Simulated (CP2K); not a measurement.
TiC in CP2K: the effect of dispersion

TiC:

```
Ti C
1.0
     3.06279    0.00000    0.00000
     1.53139    2.65245    0.00000
     1.53139    0.88415    2.50076
Ti C
1 1
Direct
  0.00000 0.00000 0.00000
  0.50000 0.50000 0.50000
```

The cell is a database's computed one.

Alike in all runs:

* Program: CP2K 2026.2
* Task: single point
* Functional: r2SCAN
* Potentials or basis: POTENTIAL_UZH Ti GTH-SCAN-q12, C GTH-SCAN-q4; TZVP-MOLOPT-SCAN-GTH basis
* Density cutoff: 9184 eV
* k mesh: 11 × 11 × 11
* Occupations: fermi-dirac, width 0.05 eV
* Spin: no spin polarisation

```tsv
dispersion	pressure (GPa)
none	?
D3(BJ)	-3.0
D4	-1.3
rVV10	-0.8
D3(BJ)+ATM	-2.1
```

**Question.** What does the run with dispersion none give?

**Answer.** Pressure 0.4 GPa.

Caveats: the basis of atomic orbitals isn't converged, which shifts pressures, moduli and gaps; pairwise dispersion overbinds metals, which lowers pressure and volume (some runs).
